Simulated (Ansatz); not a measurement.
# BN: rigid cleavage

The calculation used DFT PBE, scalar-relativistic, plane waves, PAW in Ansatz. Cutoff 420 eV, Γ-centred 10×10×2 k-points, Gaussian smearing of 0.05 eV. No spin polarisation. Energies are free energies at this smearing, counted from the undisturbed cell; pressure is positive in compression.

The starting cell (relaxed at this level):

```
CELL_PARAMETERS angstrom
1.81235 -1.81235 0.00000
1.81235 0.00000 -1.81235
7.24939 7.24939 7.24939
ATOMIC_POSITIONS crystal
B 0.00000 0.00000 0.39580
B 0.33333 0.33333 0.22913
B 0.66667 0.66667 0.56247
B 0.00000 0.00000 0.89580
B 0.33333 0.33333 0.72913
B 0.66667 0.66667 0.06247
N 0.66667 0.66667 0.43747
N 0.00000 0.00000 0.27080
N 0.33333 0.33333 0.60413
N 0.66667 0.66667 0.93747
N 0.00000 0.00000 0.77080
N 0.33333 0.33333 0.10413
```

The cut lies on the cell's a–b face, a (1 -1 1) plane (indices in the standard cell, whose axes needn't be the Cartesian ones shown) of area 5.69 Å², between layers 1.57 Å apart. Vector c is lengthened by d along the normal with the atoms' Cartesian places fixed: one unrelaxed cut a cell.

```tsv
d (Å)	energy (J/m²)	traction dE/dd (GPa)	gap on the mesh (eV)
-0.30	4.60	-401.5	3.96
-0.15	0.86	-130.2	4.31
0.00	0.00	0.0	4.46
0.25	1.21	79.2	4.01
0.50	3.44	92.6	3.05
0.75	5.68	85.0	2.03
1.00	7.64	71.8	1.18
1.50	10.54	44.8	0.14
2.00	12.22	24.3	0.00
3.00	13.52	5.5	0.00
4.50	13.78	0.4	0.00
6.00	13.82	0.1	0.00
```

Where the gap reads zero the k-mesh, chosen for the insulator, is on the coarse side.

Cost: 12 runs of about 1.6 core-minutes in all, on Intel Xeon Platinum 8488C (Sapphire Rapids) (shared hosts).